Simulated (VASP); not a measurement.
# Si (Fd-3m) in VASP: band structure with PBE+D3(BJ)

Aim: the band structure of Si with PBE+D3(BJ).

All numbers are computed with VASP 6.6.1; they aren't measurements. Logs are shortened: lines on timing, memory, paths and dates and some standing lists are left out, and cuts for length are marked.

### 1 The structure

The structure is cubic, space group Fd-3m (No. 227). The conventional cell has a = 5.420 Å, b = 5.420 Å, c = 5.420 Å, α = 90.00°, β = 90.00°, γ = 90.00°. Si (site symmetry -43m) is surrounded by 4 Si at 2.35 Å.

The cell was built by a generator and needn't be a form met in nature.

### 2 Band structure, PBE+D3(BJ)

File POSCAR:

```
Si                                      
1.0
   -0.0000000000      2.7099401356      2.7099401356
    2.7099401356     -0.0000000000      2.7099401356
    2.7099401356      2.7099401356     -0.0000000000
  Si            
     2
Direct
     0.0000000000000000    0.0000000000000000    0.0000000000000000
     0.2500000000000000    0.2500000000000000    0.2500000000000000
```

File INCAR.step1:

```
SYSTEM = Si
PREC = Accurate ; ENCUT = 520
EDIFF = 1E-7 ; ISMEAR = 0
SIGMA = 0.02 ; LREAL = .FALSE.
LASPH = .TRUE. ; NELM = 80
ALGO = Normal ; ISIF = 2
LWAVE = .FALSE. ; LCHARG = .TRUE.
GGA = PE ; IVDW = 12
NBANDS = 11
```

File KPOINTS.step1:

```
regular mesh
0
G
  10 10 10
  0 0 0
```

File INCAR.step2:

```
SYSTEM = Si
PREC = Accurate ; ENCUT = 520
EDIFF = 1E-7 ; ISMEAR = 0
SIGMA = 0.05 ; LREAL = .FALSE.
LASPH = .TRUE. ; NELM = 80
ALGO = Normal ; ISIF = 2
LWAVE = .FALSE. ; LCHARG = .FALSE.
GGA = PE ; IVDW = 12
NBANDS = 11 ; ICHARG = 11
```

File KPOINTS.step2:

```
path GXWKGLUWLK,UX
20
line-mode
reciprocal
 0.0000000000  0.0000000000  0.0000000000  G
 0.5000000000  0.0000000000  0.5000000000  X

 0.5000000000  0.0000000000  0.5000000000  X
 0.5000000000  0.2500000000  0.7500000000  W

 0.5000000000  0.2500000000  0.7500000000  W
 0.3750000000  0.3750000000  0.7500000000  K

 0.3750000000  0.3750000000  0.7500000000  K
 0.0000000000  0.0000000000  0.0000000000  G

 0.0000000000  0.0000000000  0.0000000000  G
 0.5000000000  0.5000000000  0.5000000000  L

 0.5000000000  0.5000000000  0.5000000000  L
 0.6250000000  0.2500000000  0.6250000000  U

 0.6250000000  0.2500000000  0.6250000000  U
 0.5000000000  0.2500000000  0.7500000000  W

 0.5000000000  0.2500000000  0.7500000000  W
 0.5000000000  0.5000000000  0.5000000000  L

 0.5000000000  0.5000000000  0.5000000000  L
 0.3750000000  0.3750000000  0.7500000000  K

 0.6250000000  0.2500000000  0.6250000000  U
 0.5000000000  0.0000000000  0.5000000000  X
```

Potentials or basis: VASP PAW PBE potentials, release 64 (Si).

Launch:

```sh
> cat potpaw_PBE.64/Si/POTCAR > POTCAR
> cp INCAR.step1 INCAR
> cp KPOINTS.step1 KPOINTS
> mpirun -np 1 vasp_std > vasp.out
> cp INCAR.step2 INCAR
> cp KPOINTS.step2 KPOINTS
> mpirun -np 1 vasp_std > vasp.out
```

OUTCAR:

```text
SYSTEM = Si
   PREC = Accurate
   ENCUT = 520
   EDIFF = 1E-7
   ISMEAR = 0
   LREAL = .FALSE.
   LASPH = .TRUE.
   NELM = 80
   ISIF = 2
   GGA = PE
   IVDW = 12
   ICHARG = 11
 IVDW          = 12

 ion  position               nearest neighbor table
   1  0.000  0.000  0.000-   2 2.35   2 2.35   2 2.35   2 2.35
   2  0.250  0.250  0.250-   1 2.35   1 2.35   1 2.35   1 2.35

  LATTYP: Found a face centered cubic cell.
 ALAT       =     5.4198802712

  Lattice vectors:

 A1 = (   0.0000000000,   2.7099401356,   2.7099401356)
 A2 = (   2.7099401356,   0.0000000000,   2.7099401356)
 A3 = (   2.7099401356,   2.7099401356,   0.0000000000)

Analysis of symmetry for initial positions (statically):
=====================================================================
 Subroutine PRICEL returns:
 Original cell was already a primitive cell.

 Routine SETGRP: Setting up the symmetry group for a
 face centered cubic supercell.

 Subroutine GETGRP returns: Found 48 space group operations
 (whereof 24 operations were pure point group operations)
 out of a pool of 48 trial point group operations.

The static configuration has the point symmetry T_d .
 The point group associated with its full space group is O_h .

Analysis of symmetry for dynamics (positions and initial velocities):
=====================================================================
 Subroutine PRICEL returns:
 Original cell was already a primitive cell.

 Routine SETGRP: Setting up the symmetry group for a
 face centered cubic supercell.

 Subroutine GETGRP returns: Found 48 space group operations
 (whereof 24 operations were pure point group operations)
 out of a pool of 48 trial point group operations.

The dynamic configuration has the point symmetry T_d .
 The point group associated with its full space group is O_h .

 Subroutine INISYM returns: Found 48 space group operations
 (whereof 24 operations are pure point group operations),
 and found     1 'primitive' translations

----------------------------------------------------------------------------------------

                                     Primitive cell

  volume of cell :      39.8024

  direct lattice vectors                    reciprocal lattice vectors
     0.000000000  2.709940136  2.709940136    -0.184505921  0.184505921  0.184505921
     2.709940136  0.000000000  2.709940136     0.184505921 -0.184505921  0.184505921
     2.709940136  2.709940136  0.000000000     0.184505921  0.184505921 -0.184505921

  length of vectors
[... 85 lines left out ...]
   TEBEG  =    0.0;   TEEND  =   0.0 temperature during run
   PSTRESS=    0.0 pullay stress
   NELECT =       8.0000    total number of electrons
   NUPDOWN=      -1.0000    fix difference up-down
   EMIN   =  10.00;   EMAX   =-10.00  energy-range for DOS
   EFERMI =   0.00;   METHOD = LEGACY
   ISMEAR =     0;   SIGMA  =   0.05  broadening in eV -4-tet -1-fermi 0-gaus
   EFERMI_NEDOS =   21; number of points for ismear=-14 and -15
   IALGO  =     38    algorithm
   IMIX   =      4    mixing-type and parameters
     AMIX     =   0.40;   BMIX     =  1.00
     AMIX_MAG =   1.60;   BMIX_MAG =  1.00
  volume/ion in A,a.u.               =      19.90       134.30
  Fermi-wavevector in a.u.,A,eV,Ry     =   0.958963  1.812177 12.512051  0.919610
  Thomas-Fermi vector in A             =   2.088117
   LORBIT       =      0    0 simple, 1 ext, 2 COOP (PROOUT), +10 PAW based schemes
   GGA     = PE    functional components
   LHFCALC =     F    Hartree Fock is set to
   AEXX    =    0.0000 exact exchange contribution
   IVDW    =    12    specifies the selected vdW correction
   LEPSILON=     F    determine dielectric tensor
   LRPA    =     F    only Hartree local field effects (RPA)
 non-spin polarized calculation
 Gauss-broadening in eV      SIGMA  =   0.05
  energy-cutoff  :      520.00
  volume of cell :       39.80
 maximum number of plane-waves:      1090
 NGX is ok and might be reduce to    30

 number of electron       8.0000000 magnetization

 Free energy of the ion-electron system (eV)
  ---------------------------------------------------
  ext. energy  EPLUGINS =         0.00000000
  ---------------------------------------------------
  free energy    TOTEN  =       -11.03292528 eV

  energy without entropy =      -11.03292528  energy(sigma->0) =      -11.03292528

 E-fermi :   6.1703     XC(G=0):  -9.4324

 val. band max:        5.8867004016   @ k =   0.0000   0.0000   0.0000
 cond. band min:       6.4482989942   @ k =   0.4211   0.0000   0.4211
 fundamental gap:      0.5615985925
 Fermi energy:         6.1702902245

 k-point     1 :       0.0000    0.0000    0.0000
  band No.  band energies     occupation
      1      -6.1119      2.00000
      2       5.8867      2.00000
      3       5.8867      2.00000
      4       5.8867      2.00000
      5       8.4548      0.00000
      6       8.4548      0.00000
      7       8.4548      0.00000
      8       9.3298      0.00000
      9      13.6097      0.00000
     10      13.6097      0.00000
     11      13.8708      0.00000
[... 309 lines left out ...]
 k-point    24 :       0.5000    0.0395    0.5395
  band No.  band energies     occupation
      1      -1.9366      2.00000
      2      -1.9366      2.00000
      3       2.9413      2.00000
      4       2.9413      2.00000
      5       6.7353      0.00000
      6       6.7353      0.00000
      7      15.7711      0.00000
      8      15.7711      0.00000
      9      16.6533      0.00000
     10      16.6533      0.00000
     11      18.6111      0.00000

 [... further k-points ...]

------------------------ aborting loop because EDIFF is reached ----------------------------------------

 Edisp (eV)   -0.63206

 E8    (eV) :    -0.2621

  FORCE on cell =-STRESS in cart. coord.  units (eV):
  Direction    XX          YY          ZZ          XY          YZ          ZX
  --------------------------------------------------------------------------------------
  -------------------------------------------------------------------------------------
  Total      -0.21227    -0.21227    -0.21227     0.00000     0.00000     0.00000
  in kB      -8.54439    -8.54439    -8.54439     0.00000     0.00000     0.00000
  external pressure =       -8.54 kB  Pullay stress =        0.00 kB

 VOLUME and BASIS-vectors are now :
 -----------------------------------------------------------------------------
  energy-cutoff  :      520.00
  volume of cell :       39.80
      direct lattice vectors                 reciprocal lattice vectors
     0.000000000  2.709940136  2.709940136    -0.184505921  0.184505921  0.184505921
     2.709940136  0.000000000  2.709940136     0.184505921 -0.184505921  0.184505921
     2.709940136  2.709940136  0.000000000     0.184505921  0.184505921 -0.184505921

 POSITION                                       TOTAL-FORCE (eV/Angst)
 -----------------------------------------------------------------------------------
      0.00000      0.00000      0.00000        -0.000000     -0.000000     -0.000000
      1.35497      1.35497      1.35497         0.000000      0.000000      0.000000
 -----------------------------------------------------------------------------------
    total drift:                               -0.000000     -0.000000     -0.000000

  FREE ENERGIE OF THE ION-ELECTRON SYSTEM (eV)
  ---------------------------------------------------
  free  energy   TOTEN  =       -11.6649809682 eV

  energy  without entropy=      -11.6649809682  energy(sigma->0) =      -11.66498097
```

OSZICAR.step1:

```text
N       E                     dE             d eps       ncg     rms          rms(c)
DAV:   1     0.669930010892E+01    0.66993E+01   -0.31164E+03  1042   0.561E+02
DAV:   2    -0.104679577171E+02   -0.17167E+02   -0.16484E+02  1380   0.856E+01
DAV:   3    -0.110202188782E+02   -0.55226E+00   -0.55109E+00  1324   0.127E+01
DAV:   4    -0.110244988399E+02   -0.42800E-02   -0.42795E-02  1208   0.143E+00
DAV:   5    -0.110245420970E+02   -0.43257E-04   -0.43257E-04  1319   0.134E-01    0.492E+00
DAV:   6    -0.108971682236E+02    0.12737E+00   -0.73275E-02  1181   0.111E+00    0.300E+00
DAV:   7    -0.108393274567E+02    0.57841E-01   -0.14022E-01  1168   0.165E+00    0.189E-01
DAV:   8    -0.108405727909E+02   -0.12453E-02   -0.60650E-03  1169   0.421E-01    0.815E-02
DAV:   9    -0.108407742336E+02   -0.20144E-03   -0.19170E-04  1252   0.853E-02    0.601E-02
DAV:  10    -0.108407995888E+02   -0.25355E-04   -0.22090E-05  1222   0.270E-02    0.590E-03
DAV:  11    -0.108408000979E+02   -0.50913E-06   -0.20243E-06  1263   0.740E-03    0.326E-03
DAV:  12    -0.108408002294E+02   -0.13143E-06   -0.43348E-07  1175   0.412E-03    0.191E-03
DAV:  13    -0.108408002688E+02   -0.39470E-07   -0.43705E-09   748   0.443E-04
   1 F= -.11472856E+02 E0= -.11472856E+02  d E =-.832777E-28
```

Wall time 28 s (1 thread of Intel Xeon 6975P-C (Granite Rapids), shared host); peak memory 0.21 GiB.

What came out:

| Item | Value |
| --- | --- |
| Band gap on the k mesh | 0.57 eV, indirect (least direct gap 2.57 eV) |
| Band gap along the path | 0.56 eV, indirect (least direct gap 2.57 eV) |
| Dispersion energy per atom | -0.316 eV |

Levels at the corners of the path, in eV from the valence-band top:
```
point  band 1  band 2  band 3  band 4  band 5  band 6  band 7  band 8  band 9
    Γ  -12.00    0.00    0.00    0.00    2.57    2.57    2.57    3.44    7.72
    X   -7.83   -7.83   -2.86   -2.86    0.70    0.70   10.17   10.17   10.99
    X   -7.83   -7.83   -2.86   -2.86    0.70    0.70   10.17   10.17   10.99
    W   -7.67   -7.67   -3.87   -3.87    4.27    4.27    5.03    5.03   10.62
    W   -7.67   -7.67   -3.87   -3.87    4.27    4.27    5.03    5.03   10.62
    K   -8.25   -7.24   -4.33   -2.44    1.20    4.13    7.50    8.04    8.29
    K   -8.25   -7.24   -4.33   -2.44    1.20    4.13    7.50    8.04    8.29
    Γ  -12.00    0.00    0.00    0.00    2.57    2.57    2.57    3.44    7.72
    Γ  -12.00    0.00    0.00    0.00    2.57    2.57    2.57    3.44    7.72
    L   -9.65   -6.99   -1.20   -1.20    1.56    3.34    3.34    7.74   10.56
    L   -9.65   -6.99   -1.20   -1.20    1.56    3.34    3.34    7.74   10.56
    U   -8.25   -7.24   -4.33   -2.44    1.20    4.13    7.50    8.04    8.29
    U   -8.25   -7.24   -4.33   -2.44    1.20    4.13    7.50    8.04    8.29
    W   -7.67   -7.67   -3.87   -3.87    4.27    4.27    5.03    5.03   10.62
    W   -7.67   -7.67   -3.87   -3.87    4.27    4.27    5.03    5.03   10.62
    L   -9.65   -6.99   -1.20   -1.20    1.56    3.34    3.34    7.74   10.56
    L   -9.65   -6.99   -1.20   -1.20    1.56    3.34    3.34    7.74   10.56
    K   -8.25   -7.24   -4.33   -2.44    1.20    4.13    7.50    8.04    8.29
    U   -8.25   -7.24   -4.33   -2.44    1.20    4.13    7.50    8.04    8.29
    X   -7.83   -7.83   -2.86   -2.86    0.70    0.70   10.17   10.17   10.99
```

Caveat: the log is that of the step along the path at fixed density, whose energy, stress, charges and moments have no meaning. Expect the measured gap to be larger: semilocal functionals such as PBE lack the derivative discontinuity.
